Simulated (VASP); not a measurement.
# Settings for PbF₂: self-consistent run

PbF₂, Fm-3m (no. 225), 3 atoms in the cell. AM05; PAW potentials Pb_d, F (PBE set). VASP 6.6.1.

Wanted: energy within 0.2 meV/atom; levels at the zone centre within 0.003 eV.

What the run is for: comparing ways to start; Accuracy asked: tight.

Levels at the zone centre: counted from the valence top at that point.

POSCAR:
```
PbF2
1.0
    0.0000000000      2.9636600000      2.9636600000
    2.9636600000      0.0000000000      2.9636600000
    2.9636600000      2.9636600000      0.0000000000
Pb F
1 2
Direct
    0.0000000000      0.0000000000      0.0000000000
    0.7500000000      0.7500000000      0.7500000000
    0.2500000000      0.2500000000      0.2500000000
```

## How the run starts (with a second run first, the time holds both)

| How the run starts (with a second run first, the time holds both) | Energy less reference (meV/atom) | Levels at the zone centre, largest deviation (eV) | Time (s) |
|---|---|---|---|
| from scratch: 13 SCF iterations | 0.00 | 0.0000 | 21 |
| orbitals of a nearby geometry (ISTART 1): 14 + 10 SCF iterations | 0.00 | 0.0000 | 73 |
| orbitals and density of a nearby geometry: 14 + 10 SCF iterations | 0.00 | 0.0001 | 70 |
| density of a nearby geometry (ICHARG 1): 14 + 13 SCF iterations | 0.00 | 0.0002 | 71 |
| orbitals in the old basis (ISTART 2), symmetry off: 14 + 9 SCF iterations | -0.33 | 0.0003 | 209 |

Chosen: from scratch: 13 SCF iterations; no other choice that stays within half of the tolerance saves 30 % of the time.

The chosen settings are those of the reference run.

Values of the reference run: Levels at the zone centre: 0, 0, 8.7 eV from the valence top at Gamma.

## The input

INCAR:
```
GGA = AM
ISMEAR = 0
SIGMA = 0.03
LWAVE = False
LCHARG = False
ISIF = 2
PREC = Accurate
LASPH = True
LREAL = False
ALGO = Normal
EDIFF = 1E-6
NELM = 120
GGA_COMPAT = False
ENCUT = 520
EFERMI = MIDGAP
```

KPOINTS:
```
k-points
0
Gamma
  7 7 7
```

Commands:
```
cat potpaw_PBE.64/Pb_d/POTCAR potpaw_PBE.64/F/POTCAR > POTCAR
mpirun -np 1 vasp_std > vasp.out
```

The chosen input took VASP 6.6.1 21 s on 1 core (Intel Xeon Platinum 8259CL @ 2.50GHz (Skylake/Cascade Lake)), a shared host.

## An input that fails: restart asked without its files

VASP's message: ERROR: charge density could not be read from file CHGCAR for ICHARG>10.

Changes against the starting input:
```
- NELM = 120
+ NELM = 60
+ ICHARG = 11
```
